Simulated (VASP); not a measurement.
Here is a VASP 6.6.1 calculation.

The input run.py:

```python
from ase.calculators.vasp import Vasp
from ase.dft.dos import DOS
from ase.io import read

atoms = read('ZrC.cif')
calc = Vasp(
    directory='calc',
    xc='r2scan',
    pp='PBE',
    setups='recommended',
    prec='Accurate',
    encut=520,
    ediff=1e-06,
    ismear=0,
    sigma=0.1,
    lreal=False,
    lasph=True,
    nelm=100,
    algo='Normal',
    isif=2,
    lwave=False,
    lcharg=False,
    lorbit=11,
    lsorbit=True,
    gga_compat=False,
    lmaxmix=4,
    ldautype=1,
    ldauprint=1,
    lmixtau=True,
    ivdw=12,
    vdw_s6=1.0,
    vdw_s8=0.78981345,
    vdw_a1=0.49484001,
    vdw_a2=5.73083694,
    ldau_luj={'Zr': {'L': 2, 'U': 3, 'J': 0.5}},
    kpts=[7, 7, 7],
    gamma=True,
    nbands=28,
)
atoms.calc = calc

print('energy (eV):', atoms.get_potential_energy())
print('free energy (eV):', atoms.get_potential_energy(force_consistent=True))
print('forces (eV/A):')
print(atoms.get_forces())
print('stress (eV/A^3, Voigt):', atoms.get_stress())
print('Fermi level (eV):', calc.get_fermi_level())
dos = DOS(calc, width=0.2, window=(-10, 10), npts=201)
print('E - E_F (eV), DOS (1/eV)')
for e, g in zip(dos.get_energies(), dos.get_dos()):
    print(f'{e:8.3f} {g:10.4f}')
```

File ZrC.cif:

```cif
data_ZrC
_cell_length_a 3.50411827
_cell_length_b 3.50411827
_cell_length_c 3.50411827
_cell_angle_alpha 60.00000000
_cell_angle_beta 60.00000000
_cell_angle_gamma 60.00000000
_space_group_name_H-M_alt 'P1'
_space_group_name_Hall 'P 1'
_space_group_IT_number 1
loop_
_space_group_symop_operation_xyz
'x,y,z'
loop_
_atom_site_label
_atom_site_type_symbol
_atom_site_symmetry_multiplicity
_atom_site_Wyckoff_symbol
_atom_site_fract_x
_atom_site_fract_y
_atom_site_fract_z
_atom_site_occupancy
Zr1 Zr 1 a 0.5000000000 0.5000000000 0.5000000000 1
C1 C 1 a 0.0000000000 0.0000000000 0.0000000000 1
```

Potentials or basis: VASP PAW PBE potentials, release 64 (Zr_sv, C).

Run with:

```sh
$ python run.py
```

**Question.** Estimate the pressure.

**Answer.** -22.8 GPa.

**Question.** Predict the dispersion energy per atom.

**Answer.** -0.162 eV.

Caveat: the PAW data sets were made with another functional, which shifts forces and pressure a little; the U is typed as a test and isn't derived for this compound.
